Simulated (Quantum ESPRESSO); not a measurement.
Input of a Quantum ESPRESSO 7.5 run:

The input pw.in:

```
&CONTROL
  calculation = 'scf'
  prefix = 'pwscf'
  outdir = './tmp'
  pseudo_dir = './pseudo'
  tprnfor = .true.
  tstress = .true.
  disk_io = 'nowf'
/
&SYSTEM
  ibrav = 0
  nat = 2
  ntyp = 2
  ecutwfc = 75
  nbnd = 24
  occupations = 'smearing'
  smearing = 'fd'
  degauss = 0.00367493
/
&ELECTRONS
  conv_thr = 4d-10
  electron_maxstep = 120
  mixing_beta = 0.5
/
ATOMIC_SPECIES
Ta   180.9479 Ta_ONCV_PBE-1.2.upf
N     14.0070 N_ONCV_PBE-1.2.upf
CELL_PARAMETERS angstrom
   0.0000000000    2.2113230000    2.2113230000
   2.2113230000    0.0000000000    2.2113230000
   2.2113230000    2.2113230000    0.0000000000
ATOMIC_POSITIONS crystal
Ta     0.5000000000    0.5000000000    0.5000000000
N      0.0000000000    0.0000000000    0.0000000000
K_POINTS automatic
6 6 6 0 0 0
```

Potentials or basis: SG15 PBE 1.2.

The run is started by

```sh
$ OMP_NUM_THREADS=1 mpirun -n 2 pw.x -nk 2 -in pw.in > pw.out
```

Estimate the band gap on the k mesh.

none (metal or under the smearing width).

Caveat: the k mesh is coarse (spacing up to 0.41 Å⁻¹), so the values aren't converged. The run has no spin-orbit coupling, so splittings on Ta are missing.
